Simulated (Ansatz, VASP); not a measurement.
## PbS: VASP beside Ansatz

Contents of INCAR:

```
SYSTEM = PbS
PREC     = Accurate       ! precision mode
ENCUT    = 520            ! plane-wave cutoff, eV
EDIFF    = 1E-6           ! SCF threshold, eV
ISMEAR   = 0              ! smearing method
SIGMA    = 0.1            ! smearing width, eV
LREAL    = .FALSE.        ! projectors in reciprocal space
LASPH    = .TRUE.         ! aspherical terms in the spheres
NELM     = 100            ! most SCF steps
ALGO     = Normal         ! electronic algorithm
ISIF     = 2              ! what is computed and relaxed
LWAVE    = .FALSE.        ! write WAVECAR
LCHARG   = .FALSE.        ! write CHGCAR
GGA      = PS             ! functional
NBANDS   = 17             ! bands
```

File KPOINTS:

```
Automatic mesh
0
G
  6 6 6
  0 0 0
```

Contents of POSCAR:

```
PbS
1.0
    4.0896976867      0.0000000000      0.0000000000
   -2.0448488433      3.5417820905      0.0000000000
    0.0000000000      0.0000000000      3.7881670000
Pb S
1 1
Direct
    0.0000000000      0.0000000000      0.0000000000
    0.6666666700      0.3333333300      0.5000000000
```

Input for Ansatz:

```yaml
crystal:
  lattice:
    - [4.0896976867, 0.0, 0.0]
    - [-2.0448488433, 3.5417820905, 0.0]
    - [0.0, 0.0, 3.788167]
  atoms:
    - { symbol: Pb, position: [0.0, 0.0, 0.0] }
    - { symbol: S, position: [0.66666667, 0.33333333, 0.5] }
basis:
  ecutwfc: 420
kpoints:
  mp_grid: { grid: [6, 6, 6] }
hamiltonian:
  xc: pbesol
scf:
  occupations: { method: gaussian, width: 0.1 }
output:
  forces: true
  stress: true
  eigenvalues: true
```

Measurements of this composition are mostly on another form, of space group No. 225.

Alike in both runs: task single point; functional PBEsol; k mesh 6 × 6 × 6; occupations gaussian, width 0.1 eV; no spin polarisation.

|  | VASP | Ansatz |
| --- | --- | --- |
| version | VASP 6.6.1 | Ansatz 0.2.0 |
| potentials or method | VASP PAW PBE potentials, release 64 (Pb_d, S) | scalar-relativistic, plane waves, PAW |
| plane-wave cutoff (eV) | 520 | 420 |
| valence electrons in the cell | 20 | 20 |

|  | VASP | Ansatz | Ansatz less VASP |
| --- | --- | --- | --- |
| gap on the k mesh at the Fermi level (eV) | none | none | - |
| pressure (GPa) | -3.0 | -2.9 | +0.05 |
| largest component of the traceless stress (GPa) | 0.11 | 0.11 | -0.002 |

A gap of «none» marks a metal or a gap that the smearing closes. The functional is the same, so the differences come from potentials, cutoffs and numerics.

Caveats: the PAW data sets were made with another functional, which shifts forces and pressure a little (VASP). The runs have no spin-orbit coupling, so splittings on Pb are missing.
